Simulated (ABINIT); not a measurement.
Crystal: BAs.

```xyz
2
Lattice="0.0000 2.3885 2.3885 2.3885 0.0000 2.3885 2.3885 2.3885 0.0000" Properties=species:S:1:pos:R:3 pbc="T T T"
As    3.5827    3.5827    3.5827
B     0.0000    0.0000    0.0000
```

Base run:

```yaml
Program: ABINIT 10.8.3 (patched build)
Functional: PBE
Potentials_or_basis: PseudoDojo NC SR PBE v0.4.1 standard
Cutoff: 1143 eV
k_mesh: 8 × 8 × 8
Occupations: fermi-dirac, width 0.05 eV
Spin: no spin polarisation
```

Its results: band gap on the k mesh 1.21 eV, indirect (least direct gap 3.29 eV).

**Question.** The run is repeated on the same cell with these changes: potentials or basis from PseudoDojo NC SR PBE v0.4.1 standard to JTH PAW PBE v2.0; cutoff from 1143 eV to 272 eV; spin from no spin polarisation to spin-orbit coupling, no magnetisation. What comes out?

**Answer.** Band gap on the k mesh 1.13 eV, indirect (least direct gap 3.07 eV).

Spin-orbit coupling splits the band edges, which narrows the gap.

A k mesh can miss the band edges.
